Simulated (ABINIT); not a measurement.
# NbAs (I4_1md) in ABINIT: settings compared

Aim: see how the results for NbAs move with the level of theory and the settings. Levels: LDA, PBE, r2SCAN, PBEsol. Tasks: single point.

Everything below comes from runs of ABINIT 10.8.3 (patched build). Logs are shortened: lines on timing, memory, paths and dates and some standing lists are left out, and cuts for length are marked. The log counts tension as positive stress, the text compression.

## Step 1: The structure

The structure is tetragonal, space group I4_1md (No. 109). Conventional cell: a = 3.452 Å, b = 3.452 Å, c = 11.680 Å, α = 90.00°, β = 90.00°, γ = 90.00°. Nb (site symmetry 2mm) has 6 As at 2.60 to 2.63 Å as nearest neighbours. Around As (site symmetry 2mm) lie 6 Nb at 2.60 to 2.63 Å.

## Step 2: Single point, LDA

File run.abi:

```
pp_dirpath "./"
pseudos "Nb.LDA_PW-JTH.xml, As.LDA_PW-JTH.xml"

acell 3*1.0
rprim
    -3.2613838322     3.2613838322    11.0360005678
     3.2613838322    -3.2613838322    11.0360005678
     3.2613838322     3.2613838322   -11.0360005678
ntypat 2
znucl 41 33
natom 4
typat 1 1 2 2
xred
     0.5000000000     0.0000000000     0.5000000000
     0.7500000000     0.7500000000     0.0000000000
     0.9160000000     0.4160000000     0.5000000000
     0.1660000000     0.1660000000     0.0000000000

ecut 15.0
pawecutdg 30.0

kptopt 1
ngkpt 4 4 4
nshiftk 1
shiftk 0.0 0.0 0.0

ixc 7

nband 34
occopt 3
tsmear 0.00183747

nstep 100
tolvrs 1.0e-9

iomode 3
prtwf 0
prteig 0
prtebands 0
enunit 1
prtden 1
prtvha 1
prtvclmb 1
prtpot 1
```

Potentials or basis: JTH PAW LDA v2.0.

The run is started by

```console
$ abinit run.abi > log 2>&1
```

run.abo:

```text
.Version 10.8.3 of ABINIT
 Symmetries : space group I4_1 m d (#109); Bravais tI (body-center tetrag.)
================================================================================
 Values of the parameters that define the memory need of the present run
     intxc =       0    ionmov =       0      iscf =      17    lmnmax =      18
     lnmax =       6     mgfft =      45  mpssoang =       3    mqgrid =    3001
     natom =       4  nloc_mem =       2    nspden =       1   nspinor =       1
    nsppol =       1      nsym =       8    n1xccc =       1    ntypat =       2
    occopt =       3   xclevel =       1
       mpw =        1311          nfft =       91125          nkpt =          13
 PAW method is used; the additional fine FFT grid is defined by:
   mgfftf=        60    nfftf =    216000
================================================================================
================================================================================

--------------------------------------------------------------------------------
------------- Echo of variables that govern the present computation ------------
--------------------------------------------------------------------------------
 -outvars: echo values of preprocessed input variables --------
            acell      1.0000000000E+00  1.0000000000E+00  1.0000000000E+00 Bohr
              amu      9.29063800E+01  7.49215900E+01
             ecut      1.50000000E+01 Hartree
           enunit           1
              ixc           7
         kptrlatt        4    0    0      0    4    0      0    0    4
          kptrlen      2.60910707E+01
            natom           4
            nband          34
            ngfft          45      45      45
          ngfftdg          60      60      60
             nkpt          13
            nstep         100
             nsym           8
           ntypat           2
           occopt           3
        pawecutdg      3.00000000E+01 Hartree
        prtebands           0
           prteig           0
           prtpot           1
         prtvclmb           1
           prtvha           1
            prtwf           0
            rprim     -3.2613838322E+00  3.2613838322E+00  1.1036000568E+01
                       3.2613838322E+00 -3.2613838322E+00  1.1036000568E+01
                       3.2613838322E+00  3.2613838322E+00 -1.1036000568E+01
          spgroup         109
           tolvrs      1.00000000E-09
           tsmear      1.83747000E-03 Hartree
            typat      1  1  2  2
           useylm           1
           xangst      4.3394048725E-17  1.7258499988E+00  1.7836646734E-16
                      -4.0137373006E-17  4.6650724445E-17  8.7599999940E+00
                      -5.2409871563E-17  1.7258499988E+00  4.8588799967E+00
                       1.1625607151E-17 -1.0183985366E-17  1.9388799987E+00
            xcart      8.2002867585E-17  3.2613838322E+00  3.3706377331E-16
                      -7.5848642394E-17  8.8157092776E-17  1.6554000852E+01
[... 161 lines left out ...]

 cartesian forces (eV/Angstrom) at end:
    1      0.00000000000000    -0.00000000000000    -0.26221615741831
    2     -0.00000000000000    -0.00000000000000    -0.26221615741831
    3      0.00000000000000     0.00000000000000     0.26221615741831
    4     -0.00000000000000     0.00000000000000     0.26221615741831
 frms,max,avg= 1.5139057E-01 2.6221616E-01   0.000E+00  0.000E+00  5.800E-04 e/A
 length scales=  1.000000000000  1.000000000000  1.000000000000 bohr
              =  0.529177210544  0.529177210544  0.529177210544 angstroms
 Fermi (or HOMO) energy (eV) =  11.54100   Average Vxc (eV)= -11.85577
 Eigenvalues (   eV  ) for nkpt=  13  k points:
 kpt#   1, nband= 34, wtk=  0.01563, kpt=  0.0000  0.0000  0.0000 (reduced coord)
 -43.47267  -43.44395  -24.00110  -24.00110  -23.98836  -23.98322  -23.98198  -23.98173
 -23.97805  -23.97764  -23.97764  -23.97729  -19.73382  -19.63305  -19.63305  -19.47185
 -19.47185  -19.41638   -1.73478    0.52483    5.32644    8.70337    9.26265    9.26265
   9.48726    9.83926   10.12833   10.12833   12.23605   12.80428   13.91879   14.51401
  14.51401   15.21269
 prteigrs : prtvol=0 or 1, do not print more k-points.

--- !EnergyTerms
iteration_state     : {dtset: 1, }
comment             : Components of total free energy in Hartree
kinetic             :  3.41613017833854E+01
hartree             :  7.80316845625444E+01
xc                  : -1.74364823725774E+01
Ewald energy        : -2.27855055259084E+02
psp_core            :  8.96542350541388E+00
local_psp           : -2.46027825954514E+02
PAW spherical_terms :  2.63420789796946E+01
internal            : -3.43818874755137E+02
'-kT*entropy'       : -1.05520319622966E-03
total_energy        : -3.43819929958333E+02
total_energy_eV     : -9.35581691316234E+03
...

--- !EnergyTermsDC
iteration_state     : {dtset: 1, }
comment             : '"Double-counting" decomposition of free energy'
band_energy         : -2.76031274539716E+01
Ewald energy        : -2.27855055259084E+02
psp_core            :  8.96542350541388E+00
xc_dc               : -7.43519610371410E+01
PAW spherical_terms : -2.29741588137542E+01
internal            : -3.43818879058537E+02
'-kT*entropy'       : -1.05520319622966E-03
total_energy_dc     : -3.43819934261733E+02
total_energy_dc_eV  : -9.35581703026382E+03
...

--- !EnergyTermsWithPAWCore
iteration_state     : {dtset: 1, }
comment             : 'Components of total free energy, including PAW core contributions'
Total energy        : -1.21479267290141E+04
Total energy DC     : -1.21479267333175E+04
Total energy (eV)   : -3.30561926311079E+05
Total energy DC (eV): -3.30561926428181E+05
...

 Cartesian components of stress tensor (hartree/bohr^3)
  sigma(1 1)=  2.25827300E-04  sigma(3 2)=  0.00000000E+00
  sigma(2 2)=  2.25827300E-04  sigma(3 1)=  0.00000000E+00
  sigma(3 3)=  1.40752608E-04  sigma(2 1)=  0.00000000E+00

-Cartesian components of stress tensor (GPa)         [Pressure= -5.8097E+00 GPa]
- sigma(1 1)=  6.64406855E+00  sigma(3 2)=  0.00000000E+00
- sigma(2 2)=  6.64406855E+00  sigma(3 1)=  0.00000000E+00
- sigma(3 3)=  4.14108469E+00  sigma(2 1)=  0.00000000E+00

== END DATASET(S) ==============================================================
================================================================================

 -outvars: echo values of variables after computation  --------
            acell      1.0000000000E+00  1.0000000000E+00  1.0000000000E+00 Bohr
           etotal     -3.4381993426E+02
            fcart      6.3437229222E-19 -1.1003511838E-18 -5.0992923877E-03
                      -3.6555221537E-20 -3.6555221537E-20 -5.0992923877E-03
                       5.6845320265E-19  5.6845320265E-19  5.0992923877E-03
                      -1.1662702733E-18  5.6845320265E-19  5.0992923877E-03
            rprim     -3.2613838322E+00  3.2613838322E+00  1.1036000568E+01
                       3.2613838322E+00 -3.2613838322E+00  1.1036000568E+01
                       3.2613838322E+00  3.2613838322E+00 -1.1036000568E+01
           strten      2.2582729983E-04  2.2582729983E-04  1.4075260787E-04
                       0.0000000000E+00  0.0000000000E+00  0.0000000000E+00
           xangst      4.3394048725E-17  1.7258499988E+00  1.7836646734E-16
                      -4.0137373006E-17  4.6650724445E-17  8.7599999940E+00
                      -5.2409871563E-17  1.7258499988E+00  4.8588799967E+00
                       1.1625607151E-17 -1.0183985366E-17  1.9388799987E+00
             xred      5.0000000000E-01  2.0939664165E-17  5.0000000000E-01
                       7.5000000000E-01  7.5000000000E-01  1.8869981295E-18
                       9.1600000000E-01  4.1600000000E-01  5.0000000000E-01
                       1.6600000000E-01  1.6600000000E-01  4.1765558600E-19
 Calculation completed.
```

It took 41 s on 1 thread of Arm Neoverse V2, shared host; peak memory 0.15 GiB.

What came out:

| Item | Value |
| --- | --- |
| Free energy | -9355.8170 eV |
| Largest force | 0.262 eV/Å |
| Band gap on the k mesh | none (metal or under the smearing width) |
| Valence electrons inside the program's atomic spheres | Nb 10.15; As 12.82 |

Forces in eV/Å, atoms in the order of the input:
```
Nb   0.000  0.000 -0.262
Nb   0.000  0.000 -0.262
As   0.000  0.000  0.262
As   0.000  0.000  0.262
```

Caveat: the k mesh is coarse (spacing up to 0.64 Å⁻¹), so the values aren't converged; the cutoff is too short for stress, so the log's stress isn't used.

## Step 3: Single point, PBE

File run.abi:

```
# Pseudopotentials
pp_dirpath "./"
pseudos "Nb.GGA_PBE-JTH.xml, As.GGA_PBE-JTH.xml"

# Structure
acell 3*1.0 Angstrom
rprim
    -1.7258500000     1.7258500000     5.8400000000
     1.7258500000    -1.7258500000     5.8400000000
     1.7258500000     1.7258500000    -5.8400000000
ntypat 2
znucl 41 33
natom 4
typat 1 1 2 2
xred
     0.5000000000     0.0000000000     0.5000000000
     0.7500000000     0.7500000000     0.0000000000
     0.9160000000     0.4160000000     0.5000000000
     0.1660000000     0.1660000000     0.0000000000

# Plane-wave basis
ecut 16.0
pawecutdg 32.0

# k points
kptopt 1
ngkpt 9 9 9
nshiftk 1
shiftk 0.0 0.0 0.0

# Exchange and correlation
ixc 11

# Bands and occupations
nband 34
occopt 3
tsmear 0.05 eV

# SCF cycle
nstep 100
tolvrs 1.0e-9

# Output
iomode 3
prtwf 0
prtden 0
prteig 0
prtebands 0
```

Potentials or basis: JTH PAW PBE v2.0.

The run is started by

```console
$ abinit run.abi > log 2>&1
```

Wall time 4.5 min (1 thread of Arm Neoverse V2, shared host); peak memory 0.27 GiB.

The run converged. Its results:

| Quantity | Value |
| --- | --- |
| Free energy | -9330.8090 eV |
| Pressure | 3.0 GPa |
| Largest force | 0.297 eV/Å |
| Band gap on the k mesh | none (metal or under the smearing width) |
| Valence electrons inside the program's atomic spheres | Nb 10.14; As 12.79 |

Forces on the atoms (eV/Å):
```
Nb   0.000  0.000 -0.297
Nb   0.000  0.000 -0.297
As   0.000  0.000  0.297
As   0.000  0.000  0.297
```

Stress tensor (GPa, compression positive):
```
2.70 0.00 0.00
0.00 2.70 0.00
0.00 0.00 3.57
```

Levels at points of the mesh, in eV from the Fermi level:
| k point | band 24 | band 25 | band 26 | band 27 | band 28 | band 29 | band 30 | band 31 | band 32 | band 33 |
| --- | --- | --- | --- | --- | --- | --- | --- | --- | --- | --- |
| (0.00, 0.00, 0.00) | -2.27 | -2.05 | -1.69 | -1.40 | -1.40 | 0.71 | 1.28 | 2.40 | 2.99 | 2.99 |

## Step 4: Single point, PBE

File run.abi:

```
pp_dirpath "./"
pseudos "Nb.GGA_PBE-JTH.xml, As.GGA_PBE-JTH.xml"

acell 3*1.0
rprim
    -3.2613838322     3.2613838322    11.0360005678
     3.2613838322    -3.2613838322    11.0360005678
     3.2613838322     3.2613838322   -11.0360005678
ntypat 2
znucl 41 33
natom 4
typat 1 1 2 2
xred
     0.5000000000     0.0000000000     0.5000000000
     0.7500000000     0.7500000000     0.0000000000
     0.9160000000     0.4160000000     0.5000000000
     0.1660000000     0.1660000000     0.0000000000

ecut 435.382180 eV
pawecutdg 32.0

kptopt 1
ngkpt 4 4 4
nshiftk 1
shiftk 0.0 0.0 0.0

ixc 11

nband 34
occopt 3
tsmear 0.05 eV

nstep 100
tolvrs 1.0e-9

iomode 3
prtwf 0
prtden 0
prteig 0
prtebands 0
enunit 1
```

The run is started by

```console
$ abinit run.abi > log 2>&1
```

Wall time 49 s (1 thread of Arm Neoverse V2, shared host); peak memory 0.2 GiB.

It converged, with:

```
Free energy                                           : -9330.6742 eV
Pressure                                              : 3.4 GPa
Largest force                                         : 0.288 eV/Å
Band gap on the k mesh                                : none (metal or under the smearing width)
Valence electrons inside the program's atomic spheres : Nb 10.14; As 12.80
```

Forces in eV/Å, atoms in the order of the input:
```
Nb   0.000  0.000 -0.288
Nb   0.000  0.000 -0.288
As   0.000  0.000  0.288
As   0.000  0.000  0.288
```

Stress tensor (GPa, compression positive):
```
2.91 0.00 0.00
0.00 2.91 0.00
0.00 0.00 4.49
```

Levels at points of the mesh, in eV from the Fermi level:
```
           k point  band 24  band 25  band 26  band 27  band 28  band 29  band 30  band 31  band 32  band 33
(0.00, 0.00, 0.00)    -2.28    -2.06    -1.70    -1.41    -1.41     0.69     1.26     2.39     2.98     2.98
(0.50, 0.00, 0.00)    -3.18    -2.23    -1.91    -1.44    -0.09     0.03     1.14     2.10     2.26     2.76
(0.50, 0.50, 0.00)    -4.70    -2.84    -2.84    -0.62    -0.62     2.38     2.38     2.67     2.67     3.52
(0.50, 0.50, 0.50)    -2.71    -2.54    -2.54    -0.55    -0.55     0.96     0.96     1.89     1.89     3.14
```

Caveat: the k mesh is coarse (spacing up to 0.64 Å⁻¹), so the values aren't converged.

## Step 5: Single point, r2SCAN

File run.abi:

```
# Pseudopotentials
pp_dirpath "./"
pseudos "Nb.GGA_PBE-JTH.xml, As.GGA_PBE-JTH.xml"

# Structure
acell 3*1.0 Angstrom
rprim
    -1.7258500000     1.7258500000     5.8400000000
     1.7258500000    -1.7258500000     5.8400000000
     1.7258500000     1.7258500000    -5.8400000000
ntypat 2
znucl 41 33
natom 4
typat 1 1 2 2
xcart
     0.0000000000     1.7258500000     0.0000000000
     0.0000000000     0.0000000000     8.7600000000
     0.0000000000     1.7258500000     4.8588800000
     0.0000000000     0.0000000000     1.9388800000 Angstrom

# Plane-wave basis
ecut 19.0
pawecutdg 38.0

# k points
kptopt 1
ngkpt 4 4 4
nshiftk 1
shiftk 0.0 0.0 0.0

# Exchange and correlation
ixc -497498
usekden 1
pawxcdev 0

# Bands and occupations
nband 34
occopt 3
tsmear 0.05 eV

# SCF cycle
nstep 100
tolvrs 1.0e-7

# Output
iomode 3
prtwf 0
prtden 0
prteig 0
prtebands 0
enunit 2
```

The run is started by

```console
$ abinit run.abi > log 2>&1
```

It took 3.1 min on 1 thread of Arm Neoverse V2, shared host; peak memory 0.35 GiB.

It converged, with:

* Free energy: -8171.1506 eV
* Pressure: 2.2 GPa
* Largest force: 0.273 eV/Å
* Band gap on the k mesh: none (metal or under the smearing width)
* Valence electrons inside the program's atomic spheres: Nb 10.12; As 12.82

Forces on the atoms (eV/Å):
```
Nb   0.000  0.000 -0.273
Nb   0.000  0.000 -0.273
As   0.000  0.000  0.273
As   0.000  0.000  0.273
```

Stress tensor (GPa, compression positive):
```
1.19 0.00 0.00
0.00 1.19 0.00
0.00 0.00 4.31
```

Levels at points of the mesh, in eV from the Fermi level:
```
           k point  band 26  band 27  band 28  band 29  band 30  band 31
(0.00, 0.00, 0.00)    -1.78    -1.56    -1.56     0.73     1.34     2.52
(0.50, 0.00, 0.00)    -2.06    -1.51    -0.14     0.04     1.21     2.25
(0.50, 0.50, 0.00)    -3.06    -0.72    -0.72     2.54     2.54     2.80
(0.50, 0.50, 0.50)    -2.63    -0.71    -0.71     1.02     1.02     2.00
```

Caveat: the k mesh is coarse (spacing up to 0.64 Å⁻¹), so the values aren't converged; totals of a meta-GGA on PAW files have another zero than those of a GGA; the PAW data sets were made with another functional, which shifts forces and pressure a little.

## Step 6: Single point, PBEsol

File run.abi:

```
# Pseudopotentials
pp_dirpath "./"
pseudos "Nb.GGA_PBE-JTH.xml, As.GGA_PBE-JTH.xml"

# Structure
acell 3*1.0
rprim
    -3.2613838322     3.2613838322    11.0360005678
     3.2613838322    -3.2613838322    11.0360005678
     3.2613838322     3.2613838322   -11.0360005678
ntypat 2
znucl 41 33
natom 4
typat 1 1 2 2
xcart
     0.0000000000     3.2613838322     0.0000000000
     0.0000000000     0.0000000000    16.5540008517
     0.0000000000     3.2613838322     9.1819524724
     0.0000000000     0.0000000000     3.6639521885

# Plane-wave basis
ecut 16.0
pawecutdg 32.0

# k points
kptopt 1
ngkpt 9 9 9
nshiftk 1
shiftk 0.0 0.0 0.0

# Exchange and correlation
ixc -116133

# Bands and occupations
nband 34
occopt 3
tsmear 0.00183747

# SCF cycle
nstep 100
tolvrs 1.0e-9

# Output
iomode 3
prtwf 0
prtden 0
prteig 0
prtebands 0
enunit 2
```

Potentials or basis: JTH PAW PBE v2.0.

The run is started by

```console
$ abinit run.abi > log 2>&1
```

Wall time 4.3 min (1 thread of Arm Neoverse V2, shared host); peak memory 0.27 GiB.

The run converged. Its results:

| Quantity | Value |
| --- | --- |
| Free energy | -9329.4498 eV |
| Pressure | -2.5 GPa |
| Largest force | 0.287 eV/Å |
| Band gap on the k mesh | none (metal or under the smearing width) |
| Valence electrons inside the program's atomic spheres | Nb 10.13; As 12.79 |

Forces on the atoms (eV/Å):
```
Nb   0.000  0.000 -0.287
Nb   0.000  0.000 -0.287
As   0.000  0.000  0.287
As   0.000  0.000  0.287
```

Stress tensor (GPa, compression positive):
```
-2.94  0.00  0.00
 0.00 -2.94  0.00
 0.00  0.00 -1.74
```

Levels at points of the mesh, in eV from the Fermi level:
```
           k point  band 25  band 26  band 27  band 28  band 29  band 30  band 31  band 32
(0.00, 0.00, 0.00)    -2.06    -1.70    -1.40    -1.40     0.71     1.29     2.40     3.00
```

Caveat: the PAW data sets were made with another functional, which shifts forces and pressure a little.

## Step 7: Summary

| level | potentials or basis | k mesh | cutoff (eV) | fine-grid cutoff | mesh quality | gap on the mesh (eV) | pressure (GPa) | largest force (eV/Å) |
| --- | --- | --- | --- | --- | --- | --- | --- | --- |
| LDA | JTH PAW LDA v2.0 | 4 × 4 × 4 | 408 | 816.342 eV | coarse | none | - | 0.26 |
| PBE | JTH PAW PBE v2.0 | 9 × 9 × 9 | 435 | 870.764 eV | not flagged | none | 3.0 | 0.30 |
| PBE | JTH PAW PBE v2.0 | 4 × 4 × 4 | 435 | 870.764 eV | coarse | none | 3.4 | 0.29 |
| r2SCAN | JTH PAW PBE v2.0 | 4 × 4 × 4 | 517 | 1034.03 eV | coarse | none | 2.2 | 0.27 |
| PBEsol | JTH PAW PBE v2.0 | 9 × 9 × 9 | 435 | 870.764 eV | not flagged | none | -2.5 | 0.29 |

Alike in all rows: task single point; no spin polarisation; cell as given; smearing fermi-dirac 0.05 eV.

Caveats: some runs use coarse meshes; the PAW data sets were made with another functional, which shifts forces and pressure a little (some runs); totals of a meta-GGA on PAW files have another zero than those of a GGA (some runs).

Total energies depend on the potentials used, so only differences within one code and one set of settings carry meaning.
